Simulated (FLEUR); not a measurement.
# PtS2 (P-3m1) in FLEUR: notebook

One crystal, PtS2, is run at these levels: SCAN; tasks: equation of state.

Program: FLEUR MaX-R8.1 (later development tree). These are calculated values, not measurements. Logs are shortened: lines on timing, memory, paths and dates and some standing lists are left out, and cuts for length are marked.

### 1 The crystal as given

Symmetry: P-3m1, No. 164, trigonal system. Conventional cell: a = 3.543 Å, b = 3.543 Å, c = 5.039 Å, α = 90.00°, β = 90.00°, γ = 120.00°. Pt (site symmetry -3m) is surrounded by 6 S at 2.34 Å. S (site symmetry 3m) has 3 Pt at 2.34 Å as nearest neighbours.

### 2 Equation of state, SCAN, 17.17 Å³/atom (volume scaled by 0.94)

inp.xml

```xml
<?xml version="1.0" encoding="UTF-8" standalone="no"?>
<fleurInput fleurInputVersion="0.39">
   <comment>
      PtS2                                                                                                
   </comment>
   <calculationSetup>
      <cutoffs Kmax="6.09" Gmax="18.9" GmaxXC="18.9" numbands="0"/>
      <scfLoop itmax="80" minDistance="0.0001" maxIterBroyd="30" imix="Anderson" alpha="0.05" precondParam="0.0" spinf="2.0" sdNocoIR="T"/>
      <coreElectrons ctail="F" frcor="F" kcrel="0" coretail_lmax="0"/>
      <xcFunctional name="LibXC" relativisticCorrections="F">
         <LibXCName exchange="mgga_x_scan" correlation="mgga_c_scan"/>
         <AuxGGA exchange="117" correlation="130"/>
      </xcFunctional>
      <magnetism jspins="1"/>
      <soc l_soc="F" theta="0.0" phi="0.0" spav="F"/>
      <expertModes spex="0" secvar="F"/>
      <geometryOptimization l_f="F" forcealpha="1.0" forcemix="BFGS" epsdisp="0.00001" epsforce="0.00001"/>
      <ldaU l_linMix="F" mixParam="0.05" spinf="1.0"/>
   </calculationSetup>
   <cell>
      <bzIntegration valenceElectrons="30.0" mode="hist" fermiSmearingEnergy="0.00183747">
         <kPointListSelection listName="default-1"/>
         <!-- k-points included here -->
         <xi:include xmlns:xi="http://www.w3.org/2001/XInclude" href="kpts.xml"> </xi:include>
      </bzIntegration>
      <!-- symmetry operations included here -->
      <xi:include xmlns:xi="http://www.w3.org/2001/XInclude" href="sym.xml"> </xi:include>
      <bulkLattice scale="0.9795861087">
         <bravaisMatrix>
            <row-1>    6.6956776046827198     0.0000000000000000     0.0000000000000000</row-1>
            <row-2>   -3.3478388023413599     5.7986269012265188     0.0000000000000000</row-2>
            <row-3>    0.0000000000000000     0.0000000000000000     9.5219519966344794</row-3>
         </bravaisMatrix>
[... 17 lines left out ...]
         <lo type="SCLO" l="2" n="5" eDeriv="2"/>
         <lo type="SCLO" l="3" n="5" eDeriv="2"/>
      </species>
      <species name="Sulfur (S)" element="S" atomicNumber="16">
         <mtSphere radius="1.61" gridPoints="549" logIncrement="0.021"/>
         <atomicCutoffs lmax="8" lnonsphr="8"/>
         <electronConfig flipSpins="F">
            <coreConfig>(1s1/2) (2s1/2) (2p1/2) (2p3/2)</coreConfig>
            <valenceConfig>(3s1/2) (3p1/2) (3p3/2)</valenceConfig>
            <stateOccupation state="(3p1/2)" spinUp="0.666667" spinDown="0.666667"/>
            <stateOccupation state="(3p3/2)" spinUp="1.333333" spinDown="1.333333"/>
         </electronConfig>
         <energyParameters s="3" p="3" d="3" f="4"/>
         <lo type="SCLO" l="0" n="3" eDeriv="2"/>
         <lo type="SCLO" l="1" n="3" eDeriv="2"/>
         <lo type="SCLO" l="2" n="3" eDeriv="2"/>
         <lo type="SCLO" l="3" n="4" eDeriv="2"/>
      </species>
   </atomSpecies>
   <atomGroups>
      <atomGroup species="Platinum (Pt)">
         <relPos label="                   1">.0000000000 .0000000000 .0000000000</relPos>
         <force calculate="T" relaxXYZ="TTT"/>
      </atomGroup>
      <atomGroup species="Sulfur (S)">
         <relPos label="                   2">-1.000/3.000 1.000/3.000 -.2270000000</relPos>
         <relPos label="                   3">1.000/3.000 -1.000/3.000 .2270000000</relPos>
         <force calculate="T" relaxXYZ="TTT"/>
      </atomGroup>
   </atomGroups>
   <output dos="F" band="F" slice="F">
      <checks vchk="F" cdinf="F"/>
      <bandDOS minEnergy="-.5*Htr" maxEnergy="0.5*Htr" sigma="0.015" storeEVData="T"/>
      <vacuumDOS vacdos="F" integ="F" star="F" nstars="0" locx1="0.0" locy1="0.0" locx2="0.0" locy2="0.0" nstm="0" tworkf="0.0"/>
      <unfoldingBand unfoldBand="F" supercellX="1" supercellY="1" supercellZ="1"/>
      <plotting iplot="0" polar="F">
         <plot TwoD="T" vec1="  1.0  0.0  0.0" vec2="  0.0  1.0  0.0" vec3="  0.0  0.0  1.0" zero="  0.0  0.0  0.0" file="plot"/>
      </plotting>
      <chargeDensitySlicing numkpt="0" minEigenval="0.0" maxEigenval="0.0" nnne="0" pallst="F"/>
      <specialOutput eonly="F"/>
      <moessbauerParams electricFieldGradient="T" isomerShift="T" coreHyperfine="T" valenceHyperfine="T"/>
      <magneticCircularDichroism mcd="F" energyLo="-10.0" energyUp="0.0"/>
   </output>
  <!-- We include the file relax.xml here to enable relaxations (see documentation) -->
  <xi:include xmlns:xi="http://www.w3.org/2001/XInclude" href="relax.xml"> <xi:fallback/> </xi:include>
</fleurInput>
```

Potentials or basis: all-electron, FLAPW.

Command:

```console
$ inpgen -f crystal.txt -profile fastHighL
$ # inp.xml edited to the form shown
$ fleur_MPI
```

The log of the run:

```text
Welcome to FLEUR        (www.flapw.de)
      MaX-Release 8.1          (www.max-centre.eu)
 func_ids         267         263         267         263
 MetaGGA potential functional detected - V_tau will be computed
 Auxiliary Potential for radial basis: exchange=         117  correlation=         130
The functional 'SCAN exchange of Sun, Ruzsinszky, and Perdew' is an exchange functional, it belongs to the 'MGGA' family and is defined in the reference(s):
[1] J. Sun, A. Ruzsinszky, and J. P. Perdew.,  Phys. Rev. Lett. 115, 036402 (2015)
The functional 'SCAN correlation of Sun, Ruzsinszky, and Perdew' is a correlation functional, it belongs to the 'MGGA' family and is defined in the reference(s):
[1] J. Sun, A. Ruzsinszky, and J. P. Perdew.,  Phys. Rev. Lett. 115, 036402 (2015)
 Using same functional for VXC and EXC

 ========== k-point set info ==========
 Selected k-point list: default-1
 k-point list type: mesh
 9 x 9 x 5
 Number of k points: 50

 ------------Calculation Setup---------------------------
 Number of MPI-tasks      :            1
 Number of PE/node        :            1
 Number of OMP-threads    :            1
 Most efficient MPI parallelization for:
           1           2           5          10          25          50
 Additional eigenvalue parallelization possible
 Number of basis functions:         1441
 Approximate size of matrices (H+S) per k-point:         0.031 GB
 --------------------------------------------------------
The functional 'Hammer, Hansen, and Norskov' is an exchange functional, it belongs to the 'GGA' family and is defined in the reference(s):
[1] B. Hammer, L. B. Hansen, and J. K. Nørskov.,  Phys. Rev. B 59, 7413 (1999)
The functional 'Perdew, Burke & Ernzerhof' is a correlation functional, it belongs to the 'GGA' family and is defined in the reference(s):
[1] J. P. Perdew, K. Burke, and M. Ernzerhof.,  Phys. Rev. Lett. 77, 3865 (1996)
[2] J. P. Perdew, K. Burke, and M. Ernzerhof.,  Phys. Rev. Lett. 78, 1396 (1997)
 Using same functional for VXC and EXC
 Using auxiliary GGA potential for the first iteration of MetaGGA calculation.
 Reset of history
 Reset of history
 Iteration:     1   Distance:      43.04203762 me/bohr^3
The functional 'Hammer, Hansen, and Norskov' is an exchange functional, it belongs to the 'GGA' family and is defined in the reference(s):
[1] B. Hammer, L. B. Hansen, and J. K. Nørskov.,  Phys. Rev. B 59, 7413 (1999)
The functional 'Perdew, Burke & Ernzerhof' is a correlation functional, it belongs to the 'GGA' family and is defined in the reference(s):
[1] J. P. Perdew, K. Burke, and M. Ernzerhof.,  Phys. Rev. Lett. 77, 3865 (1996)
[2] J. P. Perdew, K. Burke, and M. Ernzerhof.,  Phys. Rev. Lett. 78, 1396 (1997)
 Using same functional for VXC and EXC
 Iteration:     2   Distance:      40.09849672 me/bohr^3
The functional 'Hammer, Hansen, and Norskov' is an exchange functional, it belongs to the 'GGA' family and is defined in the reference(s):
[1] B. Hammer, L. B. Hansen, and J. K. Nørskov.,  Phys. Rev. B 59, 7413 (1999)
The functional 'Perdew, Burke & Ernzerhof' is a correlation functional, it belongs to the 'GGA' family and is defined in the reference(s):
[1] J. P. Perdew, K. Burke, and M. Ernzerhof.,  Phys. Rev. Lett. 77, 3865 (1996)
[2] J. P. Perdew, K. Burke, and M. Ernzerhof.,  Phys. Rev. Lett. 78, 1396 (1997)
 Using same functional for VXC and EXC
 Iteration:     3   Distance:      37.76100315 me/bohr^3
The functional 'Hammer, Hansen, and Norskov' is an exchange functional, it belongs to the 'GGA' family and is defined in the reference(s):
[1] B. Hammer, L. B. Hansen, and J. K. Nørskov.,  Phys. Rev. B 59, 7413 (1999)
The functional 'Perdew, Burke & Ernzerhof' is a correlation functional, it belongs to the 'GGA' family and is defined in the reference(s):
[1] J. P. Perdew, K. Burke, and M. Ernzerhof.,  Phys. Rev. Lett. 77, 3865 (1996)
[2] J. P. Perdew, K. Burke, and M. Ernzerhof.,  Phys. Rev. Lett. 78, 1396 (1997)
 Using same functional for VXC and EXC
 Iteration:     4   Distance:      18.97186586 me/bohr^3
The functional 'Hammer, Hansen, and Norskov' is an exchange functional, it belongs to the 'GGA' family and is defined in the reference(s):
[1] B. Hammer, L. B. Hansen, and J. K. Nørskov.,  Phys. Rev. B 59, 7413 (1999)
The functional 'Perdew, Burke & Ernzerhof' is a correlation functional, it belongs to the 'GGA' family and is defined in the reference(s):
[1] J. P. Perdew, K. Burke, and M. Ernzerhof.,  Phys. Rev. Lett. 77, 3865 (1996)
[2] J. P. Perdew, K. Burke, and M. Ernzerhof.,  Phys. Rev. Lett. 78, 1396 (1997)
 Using same functional for VXC and EXC
 Iteration:     5   Distance:       4.09010416 me/bohr^3
The functional 'Hammer, Hansen, and Norskov' is an exchange functional, it belongs to the 'GGA' family and is defined in the reference(s):
[1] B. Hammer, L. B. Hansen, and J. K. Nørskov.,  Phys. Rev. B 59, 7413 (1999)
The functional 'Perdew, Burke & Ernzerhof' is a correlation functional, it belongs to the 'GGA' family and is defined in the reference(s):
[1] J. P. Perdew, K. Burke, and M. Ernzerhof.,  Phys. Rev. Lett. 77, 3865 (1996)
[2] J. P. Perdew, K. Burke, and M. Ernzerhof.,  Phys. Rev. Lett. 78, 1396 (1997)
 Using same functional for VXC and EXC
 Iteration:     6   Distance:       2.68397998 me/bohr^3
The functional 'Hammer, Hansen, and Norskov' is an exchange functional, it belongs to the 'GGA' family and is defined in the reference(s):
[1] B. Hammer, L. B. Hansen, and J. K. Nørskov.,  Phys. Rev. B 59, 7413 (1999)
The functional 'Perdew, Burke & Ernzerhof' is a correlation functional, it belongs to the 'GGA' family and is defined in the reference(s):
[1] J. P. Perdew, K. Burke, and M. Ernzerhof.,  Phys. Rev. Lett. 77, 3865 (1996)
[2] J. P. Perdew, K. Burke, and M. Ernzerhof.,  Phys. Rev. Lett. 78, 1396 (1997)
 Using same functional for VXC and EXC
 Iteration:     7   Distance:       0.28801715 me/bohr^3
The functional 'Hammer, Hansen, and Norskov' is an exchange functional, it belongs to the 'GGA' family and is defined in the reference(s):
[1] B. Hammer, L. B. Hansen, and J. K. Nørskov.,  Phys. Rev. B 59, 7413 (1999)
The functional 'Perdew, Burke & Ernzerhof' is a correlation functional, it belongs to the 'GGA' family and is defined in the reference(s):
[1] J. P. Perdew, K. Burke, and M. Ernzerhof.,  Phys. Rev. Lett. 77, 3865 (1996)
[2] J. P. Perdew, K. Burke, and M. Ernzerhof.,  Phys. Rev. Lett. 78, 1396 (1997)
 Using same functional for VXC and EXC
 Iteration:     8   Distance:       0.26942306 me/bohr^3
The functional 'Hammer, Hansen, and Norskov' is an exchange functional, it belongs to the 'GGA' family and is defined in the reference(s):
[1] B. Hammer, L. B. Hansen, and J. K. Nørskov.,  Phys. Rev. B 59, 7413 (1999)
The functional 'Perdew, Burke & Ernzerhof' is a correlation functional, it belongs to the 'GGA' family and is defined in the reference(s):
[1] J. P. Perdew, K. Burke, and M. Ernzerhof.,  Phys. Rev. Lett. 77, 3865 (1996)
[2] J. P. Perdew, K. Burke, and M. Ernzerhof.,  Phys. Rev. Lett. 78, 1396 (1997)
 Using same functional for VXC and EXC
 Iteration:     9   Distance:       0.13040040 me/bohr^3
[... 36 lines left out ...]
[1] B. Hammer, L. B. Hansen, and J. K. Nørskov.,  Phys. Rev. B 59, 7413 (1999)
The functional 'Perdew, Burke & Ernzerhof' is a correlation functional, it belongs to the 'GGA' family and is defined in the reference(s):
[1] J. P. Perdew, K. Burke, and M. Ernzerhof.,  Phys. Rev. Lett. 77, 3865 (1996)
[2] J. P. Perdew, K. Burke, and M. Ernzerhof.,  Phys. Rev. Lett. 78, 1396 (1997)
 Using same functional for VXC and EXC
 Iteration:    15   Distance:       0.00068256 me/bohr^3
The functional 'Hammer, Hansen, and Norskov' is an exchange functional, it belongs to the 'GGA' family and is defined in the reference(s):
[1] B. Hammer, L. B. Hansen, and J. K. Nørskov.,  Phys. Rev. B 59, 7413 (1999)
The functional 'Perdew, Burke & Ernzerhof' is a correlation functional, it belongs to the 'GGA' family and is defined in the reference(s):
[1] J. P. Perdew, K. Burke, and M. Ernzerhof.,  Phys. Rev. Lett. 77, 3865 (1996)
[2] J. P. Perdew, K. Burke, and M. Ernzerhof.,  Phys. Rev. Lett. 78, 1396 (1997)
 Using same functional for VXC and EXC
 Iteration:    16   Distance:       0.00056468 me/bohr^3
The functional 'Hammer, Hansen, and Norskov' is an exchange functional, it belongs to the 'GGA' family and is defined in the reference(s):
[1] B. Hammer, L. B. Hansen, and J. K. Nørskov.,  Phys. Rev. B 59, 7413 (1999)
The functional 'Perdew, Burke & Ernzerhof' is a correlation functional, it belongs to the 'GGA' family and is defined in the reference(s):
[1] J. P. Perdew, K. Burke, and M. Ernzerhof.,  Phys. Rev. Lett. 77, 3865 (1996)
[2] J. P. Perdew, K. Burke, and M. Ernzerhof.,  Phys. Rev. Lett. 78, 1396 (1997)
 Using same functional for VXC and EXC
 Iteration:    17   Distance:       0.00050319 me/bohr^3
The functional 'Hammer, Hansen, and Norskov' is an exchange functional, it belongs to the 'GGA' family and is defined in the reference(s):
[1] B. Hammer, L. B. Hansen, and J. K. Nørskov.,  Phys. Rev. B 59, 7413 (1999)
The functional 'Perdew, Burke & Ernzerhof' is a correlation functional, it belongs to the 'GGA' family and is defined in the reference(s):
[1] J. P. Perdew, K. Burke, and M. Ernzerhof.,  Phys. Rev. Lett. 77, 3865 (1996)
[2] J. P. Perdew, K. Burke, and M. Ernzerhof.,  Phys. Rev. Lett. 78, 1396 (1997)
 Using same functional for VXC and EXC
 Iteration:    18   Distance:       0.00035670 me/bohr^3
The functional 'Hammer, Hansen, and Norskov' is an exchange functional, it belongs to the 'GGA' family and is defined in the reference(s):
[1] B. Hammer, L. B. Hansen, and J. K. Nørskov.,  Phys. Rev. B 59, 7413 (1999)
The functional 'Perdew, Burke & Ernzerhof' is a correlation functional, it belongs to the 'GGA' family and is defined in the reference(s):
[1] J. P. Perdew, K. Burke, and M. Ernzerhof.,  Phys. Rev. Lett. 77, 3865 (1996)
[2] J. P. Perdew, K. Burke, and M. Ernzerhof.,  Phys. Rev. Lett. 78, 1396 (1997)
 Using same functional for VXC and EXC
 Iteration:    19   Distance:       0.00013991 me/bohr^3
The functional 'Hammer, Hansen, and Norskov' is an exchange functional, it belongs to the 'GGA' family and is defined in the reference(s):
[1] B. Hammer, L. B. Hansen, and J. K. Nørskov.,  Phys. Rev. B 59, 7413 (1999)
The functional 'Perdew, Burke & Ernzerhof' is a correlation functional, it belongs to the 'GGA' family and is defined in the reference(s):
[1] J. P. Perdew, K. Burke, and M. Ernzerhof.,  Phys. Rev. Lett. 77, 3865 (1996)
[2] J. P. Perdew, K. Burke, and M. Ernzerhof.,  Phys. Rev. Lett. 78, 1396 (1997)
 Using same functional for VXC and EXC
 Iteration:    20   Distance:       0.00004664 me/bohr^3

 ********************************************************************
 Run finished successfully
 Stop message:
   all done
 ********************************************************************
```

Wall time 19 min (1 thread of Arm Neoverse V1, shared host); peak memory 0.17 GiB.

Results:

| Item | Value |
| --- | --- |
| Free energy | -523675.1650 eV |
| Band gap on the k mesh | 1.38 eV, indirect (least direct gap 1.43 eV) |
| Valence electrons inside the program's atomic spheres | Pt 15.63; S 2.50 (radii Pt 2.22, S 1.61 bohr) |

Caveat: core charge leaks out of the spheres, which shifts energies; the meta-GGA is that of a development version, with a GGA for the radial functions and cores and without core tails; spin-orbit coupling is left out, which moves the levels of the heavy elements; an odd mesh through Γ misses points on the zone boundary, where band edges often lie.

### 3 Equation of state, SCAN, 17.53 Å³/atom (volume scaled by 0.96)

Changes to inp.xml since step 2:

```diff
@@ -27,3 +27,3 @@
       <xi:include xmlns:xi="http://www.w3.org/2001/XInclude" href="sym.xml"> </xi:include>
-      <bulkLattice scale="0.9795861087">
+      <bulkLattice scale="0.9864848297">
          <bravaisMatrix>
```

Potentials or basis: all-electron, FLAPW.

Command:

```console
$ inpgen -f crystal.txt -profile fastHighL
$ # inp.xml edited to the form shown
$ fleur_MPI
```

Wall time 18 min (1 thread of Arm Neoverse V1, shared host); peak memory 0.17 GiB.

Results (log left out):

```
Free energy                                           : -523675.2832 eV
Band gap on the k mesh                                : 1.35 eV, indirect (least direct gap 1.40 eV)
Valence electrons inside the program's atomic spheres : Pt 15.59; S 2.49 (radii Pt 2.22, S 1.61 bohr)
```

Caveat: core charge leaks out of the spheres, which shifts energies; the meta-GGA is that of a development version, with a GGA for the radial functions and cores and without core tails; spin-orbit coupling is left out, which moves the levels of the heavy elements; an odd mesh through Γ misses points on the zone boundary, where band edges often lie.

### 4 Equation of state, SCAN, 18.26 Å³/atom

Changes to inp.xml since step 3:

```diff
@@ -27,3 +27,3 @@
       <xi:include xmlns:xi="http://www.w3.org/2001/XInclude" href="sym.xml"> </xi:include>
-      <bulkLattice scale="0.9864848297">
+      <bulkLattice scale="1.0000000000">
          <bravaisMatrix>
```

Command:

```console
$ inpgen -f crystal.txt -profile fastHighL
$ # inp.xml edited to the form shown
$ fleur_MPI
```

Wall time 21 min (1 thread of Arm Neoverse V1, shared host); peak memory 0.18 GiB.

It converged, with:

* Free energy: -523675.4340 eV
* Band gap on the k mesh: 1.30 eV, indirect (least direct gap 1.35 eV)
* Valence electrons inside the program's atomic spheres: Pt 15.53; S 2.48 (radii Pt 2.22, S 1.61 bohr)

Caveat: core charge leaks out of the spheres, which shifts energies; the meta-GGA is that of a development version, with a GGA for the radial functions and cores and without core tails; spin-orbit coupling is left out, which moves the levels of the heavy elements; an odd mesh through Γ misses points on the zone boundary, where band edges often lie.

### 5 Equation of state, SCAN, 18.99 Å³/atom (volume scaled by 1.04)

Changes to inp.xml since step 4:

```diff
@@ -27,3 +27,3 @@
       <xi:include xmlns:xi="http://www.w3.org/2001/XInclude" href="sym.xml"> </xi:include>
-      <bulkLattice scale="1.0000000000">
+      <bulkLattice scale="1.0131594038">
          <bravaisMatrix>
```

Command:

```console
$ inpgen -f crystal.txt -profile fastHighL
$ # inp.xml edited to the form shown
$ fleur_MPI
```

Wall time 24 min (1 thread of Arm Neoverse V1, shared host); peak memory 0.18 GiB.

It converged, with:

| Item | Value |
| --- | --- |
| Free energy | -523675.4892 eV |
| Band gap on the k mesh | 1.23 eV, indirect (least direct gap 1.31 eV) |
| Valence electrons inside the program's atomic spheres | Pt 15.48; S 2.46 (radii Pt 2.22, S 1.61 bohr) |

Caveat: core charge leaks out of the spheres, which shifts energies; the meta-GGA is that of a development version, with a GGA for the radial functions and cores and without core tails; spin-orbit coupling is left out, which moves the levels of the heavy elements; an odd mesh through Γ misses points on the zone boundary, where band edges often lie.

### 6 Equation of state, SCAN, 19.36 Å³/atom (volume scaled by 1.06)

Changes to inp.xml since step 5:

```diff
@@ -27,3 +27,3 @@
       <xi:include xmlns:xi="http://www.w3.org/2001/XInclude" href="sym.xml"> </xi:include>
-      <bulkLattice scale="1.0131594038">
+      <bulkLattice scale="1.0196128224">
          <bravaisMatrix>
```

Potentials or basis: all-electron, FLAPW.

Command:

```console
$ inpgen -f crystal.txt -profile fastHighL
$ # inp.xml edited to the form shown
$ fleur_MPI
```

It took 23 min on 1 thread of Arm Neoverse V1, shared host; peak memory 0.18 GiB.

The run converged. Its results:

```yaml
Free_energy: -523675.4871 eV
Band_gap_on_the_k_mesh: 1.19 eV, indirect (least direct gap 1.28 eV)
Valence_electrons_inside_the_program's_atomic_spheres: Pt 15.46; S 2.45 (radii Pt 2.22, S 1.61 bohr)
```

Caveat: core charge leaks out of the spheres, which shifts energies; the meta-GGA is that of a development version, with a GGA for the radial functions and cores and without core tails; spin-orbit coupling is left out, which moves the levels of the heavy elements; an odd mesh through Γ misses points on the zone boundary, where band edges often lie.

### 7 Equation of state, SCAN

No new run: the results of the series are fitted here.

Results:

- Equilibrium volume: 19.13 Å³/atom
- Bulk modulus at fixed shape and positions: 140 GPa

Energy against volume, from the lowest point:
```
volume (Å³/atom)  energy (meV/atom)
          17.165             108.05
          17.531              68.64
          18.261              18.40
          18.992               0.00
          19.357               0.70
```

Caveat: the meta-GGA is that of a development version, with a GGA for the radial functions and cores and without core tails; the cell was scaled at fixed shape and fractional positions, which overstates the stiffness of a crystal with free parameters, most of all of layers and chains. The run has no spin-orbit coupling, so splittings on Pt are missing.
